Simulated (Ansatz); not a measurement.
# O: strain and displacement

```xyz
2
Lattice="0.0000 2.1075 3.3449 1.4784 0.0000 3.3449 1.4784 2.1075 0.0000" Properties=species:S:1:pos:R:3 pbc="T T T"
O     1.4784    2.1075    0.5827
O     1.4784    2.1075    6.1070
```

Atom numbers follow the list: O1, O2.

The cell comes from COD entry 2106877, which wasn't checked; take it as a given geometry.

Solid oxygen carries moments on its molecules; these runs leave spin out.

Theory: Ansatz 0.2.0, DFT, PBE, PAW with Ansatz's default frozen-core files, scalar-relativistic.

Settings: a Γ-centred 12×12×12 k mesh, Fermi–Dirac smearing of 0.01 eV, cutoff 420 eV, no spin polarisation.

The unchanged cell is at 12.86 GPa, so energy changes include a term −P ΔV where the volume moves.

In a metal, stresses and small energies carry noise from the k mesh.

x, y and z are the Cartesian axes of the cell as listed; fractional coordinates follow a strain, and an engineering shear is twice the off-diagonal strain component.

Task: One change gave: energy change +188.6 meV/atom; stress change (xx, yy, zz, yz, xz, xy) 0.19, -1.24, 46.32, 0.00, 0.00, 0.00 GPa, compression positive; change of the force on O1 (0.000, 0.000, 5.295) eV/Å. Which change was it?
A. equal xy, yz and zx engineering shear strains of -4 %
B. z strained by -4 % at fixed volume
C. atom 2 (O) moved by (0.0800, 0.0000, 0.0000) Å

Result: B. For equal xy, yz and zx engineering shear strains of -4 %: energy change +7.4 meV/atom; stress change (xx, yy, zz, yz, xz, xy) 0.29, 0.50, -0.25, 2.33, 1.90, 0.86 GPa, compression positive; change of the force on O2 (-0.079, -0.230, 0.036) eV/Å. For atom 2 (O) moved by (0.0800, 0.0000, 0.0000) Å: energy change +1.7 meV/atom; stress change (xx, yy, zz, yz, xz, xy) 0.21, 0.18, -2.20, 0.00, -0.12, 0.00 GPa, compression positive; change of the force on O2 (-0.098, 0.000, 0.249) eV/Å.

Task: What force constant does this one finite step give for O2 along its displacement (all its periodic images move with it)?

Result: k = −ΔF·u/|u|² = 1.22 eV/Å², so the force pulls the atom back.
